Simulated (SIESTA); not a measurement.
The system is Sc.

```
CELL_PARAMETERS angstrom
0.00000 2.26000 2.26000
2.26000 0.00000 2.26000
2.26000 2.26000 0.00000
ATOMIC_POSITIONS crystal
Sc 0.00000 0.00000 0.00000
```

This isn't the form of Sc at room conditions, which is hcp.

Base run:

```yaml
Program: SIESTA 5.4.2
Functional: PBE
Potentials_or_basis: PseudoDojo 0.4 standard (PBE files)
Basis: DZP (energy shift 0.002 Ry; radii capped at 9.5 bohr)
Grid_cutoff: 800 Ry
Energy_shift: 0.002 Ry
k_mesh: 10 × 10 × 10
Occupations: fermi-dirac, width 0.05 eV
Spin: no spin polarisation
```

Its results: band gap on the k mesh none (metal or under the smearing width); pressure 3.7 GPa.

Task: The run is repeated on the same cell with these changes: functional from PBE to SOGGA; potentials or basis from PseudoDojo 0.4 standard (PBE files) to PseudoDojo 0.4 standard (PBEsol files). What comes out?

Result: Band gap on the k mesh none (metal or under the smearing width); pressure 1.4 GPa.

Caveats: semicore shells carry a single zeta, which can move pressures by several GPa and volumes by a few percent; the basis of atomic orbitals isn't converged, which shifts pressures, moduli and gaps; the potentials were made for another functional, which shifts forces and pressure (some runs).
